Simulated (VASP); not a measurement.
**Hg under changes of volume**

One of the cells (27.917 Å³/atom); the others are scaled copies at fixed shape and fractional positions:

```
Hg
1.0
     0.00000    2.40775    2.40775
     2.40775    0.00000    2.40775
     2.40775    2.40775    0.00000
Hg
1
Cartesian
  0.0000 0.0000 0.0000
```

- Program: VASP 6.6.1
- Functional: PBE
- Potentials or basis: VASP PAW PBE potentials, release 64 (Hg)
- Cutoff: 520 eV
- k mesh: 10 × 10 × 10
- Occupations: fermi-dirac, width 0.05 eV
- Spin: no spin polarisation

```tsv
volume (Å³/atom)	energy over the lowest point (meV/atom)	pressure (GPa)
25.727	25.34	1.6
26.275	?	?
26.822	16.56	1.1
27.917	8.70	1.1
28.464	4.26	1.1
29.012	0.00	0.9
```

Problem. What does the run at 26.275 Å³/atom give?

Solution. Energy over the lowest point 20.55 meV/atom; pressure 1.2 GPa.

Worked out: A Birch-Murnaghan fit of order 3 (a polynomial in V^(-2/3)) to the other rows has no minimum within the range. It gives 20.77 meV/atom at 26.275 Å³/atom, against the run's 20.55, and -dE/dV = 1.3 GPa, against 1.2.

Energies are extrapolated to zero smearing.
